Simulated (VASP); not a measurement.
# MgF2 (Sellaite): phonons with LDA

MgF2 (Sellaite):

```xyz
6
Lattice="4.5252 0.0000 0.0000 0.0000 4.5252 0.0000 0.0000 0.0000 2.9995" Properties=species:S:1:pos:R:3 pbc="T T T"
Mg    0.0000    4.5252    2.9995
Mg    2.2626    2.2626    1.4997
F     1.3691    1.3691    0.0000
F     0.8935    3.6316    1.4997
F     3.1561    3.1561    2.9995
F     3.6316    0.8935    1.4997
```

| Item | Value |
| --- | --- |
| Program | VASP 6.6.1 |
| Task | phonons |
| Functional | LDA |
| Potentials or basis | VASP PAW LDA potentials, release 64 (Mg, F) |
| Cutoff | 600 eV |
| k mesh | 6 × 6 × 10 |
| Occupations | gaussian, width 0.03 eV |
| Spin | no spin polarisation |
| By perturbation theory | no |
| Further INCAR settings | ALGO = Fast; EDIFF = 1e-08; IBRION = 6; POTIM = 0.015; NSW = 1 |

The highest phonon frequency at Γ, LO-TO splitting left out is 544 cm⁻¹.

Phonon frequencies in cm⁻¹ (negative: imaginary):
| q point | frequencies |
| --- | --- |
| (0.000, 0.000, 0.000) | 0 0 0 68 205 238 238 293 317 317 439 439 441 446 467 507 507 544 |

It took 4.3 min on 2 MPI ranks on Intel(R) Xeon(R) Platinum 8488C (Sapphire Rapids), with other jobs on the host, peak memory 0.37 GiB a rank.
